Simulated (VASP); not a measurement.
Write the native input for VASP 6.6.1 that does the following.

```yaml
Task: band structure
Functional: TB-mBJ
Potentials_or_basis: VASP PAW PBE potentials, release 64 (In_d, P)
Cutoff: 520 eV
k_mesh: 6 × 6 × 6
Occupations: gaussian, width 0.03 eV
Spin: spin-orbit coupling, no magnetisation
Further_INCAR_settings: ALGO = Normal; EDIFF = 1e-06; NBANDS = 32
```

The system is InP.

```
CELL_PARAMETERS angstrom
0.00000 2.97915 2.97915
2.97915 0.00000 2.97915
2.97915 2.97915 0.00000
ATOMIC_POSITIONS crystal
In 0.00000 0.00000 0.00000
P 0.25000 0.25000 0.25000
```

These files were run (other wordings do the same):

POSCAR

```
InP                                     
1.0
    0.0000000000      2.9791538216      2.9791538216
    2.9791538216      0.0000000000      2.9791538216
    2.9791538216      2.9791538216      0.0000000000
  In              P             
     1     1
Direct
     0.0000000000000000    0.0000000000000000    0.0000000000000000
     0.2500000000000000    0.2500000000000000    0.2500000000000000
```

INCAR.step1

```
SYSTEM = InP
ALGO = Normal
EDIFF = 1E-5
ENCUT = 520
GGA = PE
GGA_COMPAT = .False.
ISIF = 2
ISMEAR = 0
LASPH = .True.
LCHARG = .False.
LNONCOLLINEAR = .True.
LORBIT = 11
LREAL = .False.
LSORBIT = .True.
LWAVE = .True.
MAGMOM = 0 0 0 0 0 0
NBANDS = 32
NELM = 80
PREC = Accurate
SIGMA = 0.03
```

INCAR.step2

```
SYSTEM = InP
ALGO = Normal
EDIFF = 1E-6
ENCUT = 520
GGA_COMPAT = .False.
ISIF = 2
ISMEAR = 0
ISTART = 1
LASPH = .True.
LCHARG = .False.
LNONCOLLINEAR = .True.
LORBIT = 11
LREAL = .False.
LSORBIT = .True.
LWAVE = .False.
MAGMOM = 0 0 0 0 0 0
METAGGA = MBJ
NBANDS = 32
NELM = 80
PREC = Accurate
SIGMA = 0.03
```

KPOINTS

```
k-points
0
Gamma
  6 6 6
  0 0 0
```

KPOINTS_OPT

```
explicit points
159
Reciprocal
 0.0000000000  0.0000000000  0.0000000000 1
 0.0357142857  0.0000000000  0.0357142857 1
 0.0714285714  0.0000000000  0.0714285714 1
 0.1071428571  0.0000000000  0.1071428571 1
 0.1428571429  0.0000000000  0.1428571429 1
 0.1785714286  0.0000000000  0.1785714286 1
[... 151 lines left out ...]
 0.4250000000  0.0000000000  0.4250000000 1
 0.4500000000  0.0000000000  0.4500000000 1
```

Potentials or basis: VASP PAW PBE potentials, release 64 (In_d, P).

Command:

```bash
$ cat potpaw_PBE.64/In_d/POTCAR potpaw_PBE.64/P/POTCAR > POTCAR
$ cp INCAR.step1 INCAR
$ mpirun -np 1 vasp_ncl > vasp.out
$ cp INCAR.step2 INCAR
$ mpirun -np 1 vasp_ncl > vasp.out
```

It gave:

```json
{
 "Valence electrons inside the program's atomic spheres": "In 11.39; P 2.52"
}
```

Run time: 5.6 min on 1 thread of Intel(R) Xeon(R) 6975P-C (Granite Rapids), on a shared host, peak memory 0.38 GiB.
